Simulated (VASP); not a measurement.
# VASP 6.6.1 run: Si

INCAR

```
NELM = 85
NSW = 0
LCHARG = .FALSE.
METAGGA = R2SCAN
ISIF = 2
LWAVE = .FALSE.
NBANDS = 44
IBRION = -1
ALGO = Normal
SIGMA = 0.02
LASPH = .TRUE.
ENCUT = 400
PREC = Accurate
EDIFF = 1E-7
ISMEAR = -1
LREAL = .FALSE.
```

KPOINTS

```
KPOINTS created by Atomic Simulation Environment
0
Gamma
8 8 8
0 0 0
```

POSCAR

```
Si
 1.0000000000000000
     0.0000000000000000    2.5835638433999999    2.8231982915999998
     2.5835638433999999    0.0000000000000000    2.8231982915999998
     2.5835638433999999    2.5835638433999999    0.0000000000000000
 Si
   2
Cartesian
  1.2917819216999999  1.2917819216999999  1.4115991457999999
  0.0000000000000000  0.0000000000000000  0.0000000000000000
```

The recommended PBE PAW datasets give the neutral cell 8 valence electrons.

Command

```
mpirun -np 1 vasp_std
```

OSZICAR

```
N       E                     dE             d eps       ncg     rms          rms(c)
DAV:   1     0.723376918020E+01    0.72338E+01   -0.22092E+03  5224   0.118E+02
DAV:   2    -0.180109954472E+02   -0.25245E+02   -0.23930E+02  6380   0.405E+01
DAV:   3    -0.185859632418E+02   -0.57497E+00   -0.57018E+00  6356   0.508E+00
DAV:   4    -0.185869445057E+02   -0.98126E-03   -0.98117E-03  6080   0.223E-01
DAV:   5    -0.185869459931E+02   -0.14873E-05   -0.14874E-05  6160   0.838E-03    0.643E+00
DAV:   6    -0.174289496374E+02    0.11580E+01   -0.70741E-02  5472   0.551E-01    0.445E+00
DAV:   7    -0.174204997274E+02    0.84499E-02   -0.65974E-02  5968   0.510E-01    0.319E-01
DAV:   8    -0.174192448464E+02    0.12549E-02   -0.45813E-03  5948   0.130E-01    0.523E-01
DAV:   9    -0.174194263935E+02   -0.18155E-03   -0.89571E-05  6072   0.245E-02    0.131E-01
DAV:  10    -0.174194151032E+02    0.11290E-04   -0.11460E-05  6248   0.714E-03    0.487E-02
DAV:  11    -0.174194163978E+02   -0.12946E-05   -0.22215E-06  5840   0.349E-03    0.177E-03
DAV:  12    -0.174194155631E+02    0.83473E-06   -0.52667E-08  6208   0.513E-04    0.449E-04
DAV:  13    -0.174194152978E+02    0.26532E-06   -0.51840E-09  3468   0.158E-04    0.444E-04
DAV:  14    -0.174194151795E+02    0.11832E-06   -0.29624E-10  3252   0.368E-05    0.163E-04
DAV:  15    -0.174194151902E+02   -0.10711E-07   -0.11963E-11  3196   0.839E-06
   1 F= -.17419415E+02 E0= -.17419403E+02  d E =-.244768E-04
```

From OUTCAR

```
k-points           NKPTS =     59   k-points in BZ     NKDIM =     59   number of bands    NBANDS=     44

   NELECT =       8.0000    total number of electrons

   dimension x,y,z NGX =    28 NGY =   28 NGZ =   24
   dimension x,y,z NGXF=    56 NGYF=   56 NGZF=   48

  energy-cutoff  :      400.00
  volume of cell :       37.69
      direct lattice vectors                 reciprocal lattice vectors
     0.000000000  2.583563843  2.823198292    -0.193531118  0.193531118  0.177104103
     2.583563843  0.000000000  2.823198292     0.193531118 -0.193531118  0.177104103
     2.583563843  2.583563843  0.000000000     0.193531118  0.193531118 -0.177104103

 k-points in reciprocal lattice and weights: KPOINTS created by Atomic Simulation Env
   0.00000000  0.00000000  0.00000000       0.002
   0.12500000 -0.00000000  0.00000000       0.016
   0.25000000 -0.00000000  0.00000000       0.016
   0.37500000 -0.00000000  0.00000000       0.016
   0.50000000 -0.00000000  0.00000000       0.008
   0.12500000  0.12500000  0.00000000       0.004
   0.25000000  0.12500000  0.00000000       0.016
   0.37500000  0.12500000  0.00000000       0.016
   ...

 E-fermi :   6.7343

 k-point     1 :       0.0000    0.0000    0.0000
  band No.  band energies     occupation
      1      -6.5838      2.00000
      2       5.8823      2.00000
      3       6.6490      1.97220
      4       6.6491      1.97216
      5       9.0986      0.00000
      6       9.0986      0.00000
      7       9.4303      0.00000
      8      10.9568      0.00000
      9      13.6705      0.00000
     10      15.3932      0.00000
     11      15.4570      0.00000
     12      16.9920      0.00000
     13      19.6389      0.00000
     14      19.6389      0.00000
     15      23.3546      0.00000
     16      30.7396      0.00000
     17      30.7396      0.00000
     18      31.9359      0.00000
     19      33.8328      0.00000
     20      33.9567      0.00000
     21      34.0809      0.00000
     22      34.8086      0.00000
     23      34.8086      0.00000
     24      36.9541      0.00000
     25      39.7587      0.00000
     26      39.7587      0.00000
     27      44.0405      0.00000
     28      44.0405      0.00000
     29      44.9922      0.00000
     30      46.3003      0.00000
     31      46.7699      0.00000
     32      50.1087      0.00000
     33      50.1251      0.00000
     34      50.1251      0.00000
     35      50.8776      0.00000
     36      50.9527      0.00000
     37      51.1707      0.00000
     38      52.6011      0.00000
     39      54.9287      0.00000
     40      54.9287      0.00000
     41      55.2319      0.00000
     42      55.7552      0.00000
     43      56.2360      0.00000
     44      56.2360      0.00000

 ...

  Total        2.5176110      2.5176110     -0.0740532      0.0000000      0.0000000      0.0000000
  in kB      107.0260343    107.0260343     -3.1480713      0.0000000      0.0000000      0.0000000
  external PRESSURE =      70.3013324 kB  Pullay stress =       0.0000000 kB

 POSITION                                       TOTAL-FORCE (eV/Angst)
 -----------------------------------------------------------------------------------
      1.29178      1.29178      1.41160         0.000000      0.000000      0.000000
      0.00000      0.00000      0.00000        -0.000000     -0.000000      0.000000
 -----------------------------------------------------------------------------------
    total drift:                                0.000000      0.000000     -0.000000

  FREE ENERGIE OF THE ION-ELECTRON SYSTEM (eV)
  ---------------------------------------------------
  free  energy   TOTEN  =       -17.4194151902 eV

  energy  without entropy=      -17.4193907134  energy(sigma->0) =      -17.41940295
```

It converged. Results: gap between bands v and c on the k mesh 0.18 eV; least direct gap on the k mesh 2.45 eV; pressure 7.0 GPa. Band v is the last that the valence electrons fill when counted band by band, and c is the next.

For comparison, a separate r²SCAN run of the intended cell, on usual settings and not on those above, gives a gap of 0.18 eV on its mesh and a pressure of 7.0 GPa.

The run above took about 3.2 min on one core of a shared host (Intel Xeon Platinum 8488C) and held 0.17 GiB at most.
